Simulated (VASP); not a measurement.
Input of a VASP 6.6.1 run:

File INCAR:

```
SYSTEM = Nb5N4
ALGO     = Normal         ! electronic algorithm
DIPOL    = 0.5 0.5 0.500
EDIFF    = 1E-6           ! SCF threshold, eV
ENCUT    = 900            ! plane-wave cutoff, eV
GGA      = PE             ! functional
IDIPOL   = 3            
ISIF     = 2              ! what is computed and relaxed
ISMEAR   = -1             ! smearing method
LASPH    = .TRUE.         ! aspherical terms in the spheres
LCHARG   = .FALSE.        ! write CHGCAR
LDIPOL   = .TRUE.       
LREAL    = .FALSE.        ! projectors in reciprocal space
LWAVE    = .FALSE.        ! write WAVECAR
NELM     = 60             ! most SCF steps
PREC     = Accurate       ! precision mode
SIGMA    = 0.05           ! smearing width, eV
```

File KPOINTS:

```
k-points
0
G
  7 7 1
  0 0 0
```

File POSCAR:

```
Nb5N4
1.0
    2.9399979705      0.0000000000      0.0000000000
   -1.4699989852      2.5461129295      0.0000000000
    0.0000000000      0.0000000000     26.1600000000
Nb N
5 4
Direct
    0.0000000000      0.0000000000      0.2866972477
    0.0000000000      0.0000000000      0.3933486239
    0.0000000000      0.0000000000      0.5000000000
    0.0000000000      0.0000000000      0.6066513761
    0.0000000000      0.0000000000      0.7133027523
    0.6666666667      0.3333333334      0.3400229358
    0.6666666667      0.3333333334      0.4466743119
    0.6666666667      0.3333333334      0.5533256881
    0.6666666667      0.3333333334      0.6599770642
```

Potentials or basis: VASP PAW PBE potentials, release 64 (Nb_sv, N).

Run with:

```console
$ cat potpaw_PBE.64/Nb_sv/POTCAR potpaw_PBE.64/N/POTCAR > POTCAR
$ mpirun -np 1 vasp_std > vasp.out
```

Task: Predict the band gap on the k mesh.

Result: None (metal or under the smearing width).

Task: Estimate the largest force.

Result: 1.130 eV/Å.

Forces on the atoms (eV/Å):
```
Nb   0.000  0.000 -1.130
Nb   0.000  0.000 -0.495
Nb   0.000  0.000  0.000
Nb   0.000  0.000  0.495
Nb   0.000  0.000  1.130
N    0.000  0.000  0.159
N    0.000  0.000  0.019
N    0.000  0.000 -0.019
N    0.000  0.000 -0.159
```
